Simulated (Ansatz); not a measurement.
Crystal: PbSe (Clausthalite).

```
CELL_PARAMETERS angstrom
0.00000 3.06065 3.06065
3.06065 0.00000 3.06065
3.06065 3.06065 0.00000
ATOMIC_POSITIONS crystal
Pb 0.00000 0.00000 0.00000
Se 0.50000 0.50000 0.50000
```

Base run:

```yaml
Program: Ansatz 0.2.0
Functional: PBE
Potentials_or_basis: Ansatz PAW
Cutoff: 800 eV
Density_cutoff: 3200 eV
k_mesh: 8 × 8 × 8
Occupations: fermi-dirac, width 0.05 eV
Spin: no spin polarisation
```

Its results: band gap on the k mesh 0.29 eV, direct; pressure 2.4 GPa.

Task: The run is repeated on the same cell with these changes: functional from PBE to exchange-only PBE; cutoff from 800 eV to 420 eV (not typed: the program's choice for these potentials). What comes out?

Result: Band gap on the k mesh 0.42 eV, direct; pressure 11.4 GPa.

Caveats: spin-orbit coupling is left out, which as a rule narrows the gap of such compounds by several tenths of an eV; the PAW data sets come from PBE, with cores solved anew for the run's functional, which leaves a small shift of forces and pressure (some runs).
